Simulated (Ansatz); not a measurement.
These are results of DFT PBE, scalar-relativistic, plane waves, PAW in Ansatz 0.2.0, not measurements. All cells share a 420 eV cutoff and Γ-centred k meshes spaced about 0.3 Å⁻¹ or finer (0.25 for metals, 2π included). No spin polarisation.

These relaxed cells of TiAl3 both derive from the fcc lattice, more or less distorted, and differ in how Ti and Al are arranged on its sites.

Cell 1.

```
CELL_PARAMETERS angstrom
-1.94938 1.94938 8.33104
1.94938 -1.94938 8.33104
1.94938 1.94938 -8.33104
ATOMIC_POSITIONS crystal
Ti 0.11904 0.11904 0.00000
Ti 0.88096 0.88096 0.00000
Al 0.50000 0.00000 0.50000
Al 0.00000 0.50000 0.50000
Al 0.75000 0.25000 0.50000
Al 0.62492 0.62492 0.00000
Al 0.25000 0.75000 0.50000
Al 0.37508 0.37508 0.00000
```

Cell 2.

```
CELL_PARAMETERS angstrom
3.97967 0.00000 0.00000
0.00000 3.97967 0.00000
0.00000 0.00000 3.97967
ATOMIC_POSITIONS crystal
Ti 0.50000 0.50000 0.50000
Al 0.00000 0.50000 0.00000
Al 0.50000 0.00000 0.00000
Al 0.00000 0.00000 0.50000
```

Question: Which ordering is lower in energy, and by how much?

Answer: Cell 1 (I4/mmm) is lower; cell 2 (Pm-3m) lies 33 meV/atom higher. Cell 1, 15.8 Å³/atom, no gap on its mesh: Ti has 12 Al at 2.76–2.93 Å; Al on a site of symmetry mmm has 8 Al at 2.76–2.85 Å and 4 Ti at 2.78 Å; Al on a site of symmetry -4m2 has 8 Al at 2.76–2.85 Å and 4 Ti at 2.93 Å; Al on a site of symmetry 4mm is surrounded by 4 Ti at 2.76 Å and 8 Al at 2.85 Å. Cell 2, 15.8 Å³/atom, no gap on its mesh: around Ti lie 12 Al at 2.81 Å; Al has 4 Ti at 2.81 Å and 8 Al at 2.81 Å.

Trial moments fell under 0.15 μB along the way in Pm-3m; another start might hold them. With atoms moved at random, cell 1 and cell 2 came back. Other orderings may lie lower.
